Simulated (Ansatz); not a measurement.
## Bands of MgSe

```
CELL_PARAMETERS angstrom
0.00000 2.72550 2.72550
2.72550 0.00000 2.72550
2.72550 2.72550 0.00000
ATOMIC_POSITIONS crystal
Mg 0.00000 0.00000 0.00000
Se 0.50000 0.50000 0.50000
```

Atom numbers follow the list: Mg1, Se2.

The geometry is COD entry 9008673, unchecked; take it as a test cell. It is an old determination, and later ones may differ.

Theory: Ansatz 0.2.0, DFT, PBE, all-electron LAPW, Dirac equation with spin-orbit coupling.

Settings: a Γ-centred 8×8×8 k mesh, Fermi–Dirac smearing of 0.02 eV, basis error target 0.5 meV/atom, no spin polarisation.

Points in fractions of the reciprocal vectors of this cell: Γ (0, 0, 0), X (0.5, 0, 0.5), U (0.625, 0.25, 0.625), K (0.375, 0.375, 0.75), L (0.5, 0.5, 0.5), W (0.5, 0.25, 0.75). The path joins them by straight lines in the order Γ–X–U–K–Γ–L–W–X; legs that retrace an earlier one aren't tabulated. Energies are in eV from the top of the valence band.

Question: Is there a gap, and where are the band edges?

Answer: 1.68 eV, indirect from Γ to X (0.5, 0, 0.5).

Question: List the levels between -14 and 7 eV at the symmetry points.

Answer: 
Γ: -13.08 (×2), -0.42 (×2), 0.00 (×4), 2.47 (×2)
X: -11.64 (×2), -4.40 (×2), -2.02 (×2), -1.82 (×2), 1.68 (×2), 3.83 (×2)
U: -11.64 (×2), -3.92 (×2), -3.46 (×2), -1.57 (×2), 2.92 (×2), 6.15 (×2)
K: -11.64 (×2), -3.92 (×2), -3.46 (×2), -1.57 (×2), 2.92 (×2), 6.15 (×2)
L: -11.96 (×2), -5.09 (×2), -0.85 (×2), -0.59 (×2), 3.70 (×2), 5.98 (×4)
W: -11.60 (×2), -3.54 (×2), -3.38 (×2), -2.67 (×2), 4.41 (×2), 6.86 (×2)

Kohn–Sham gaps of semilocal functionals usually fall short of measured ones.
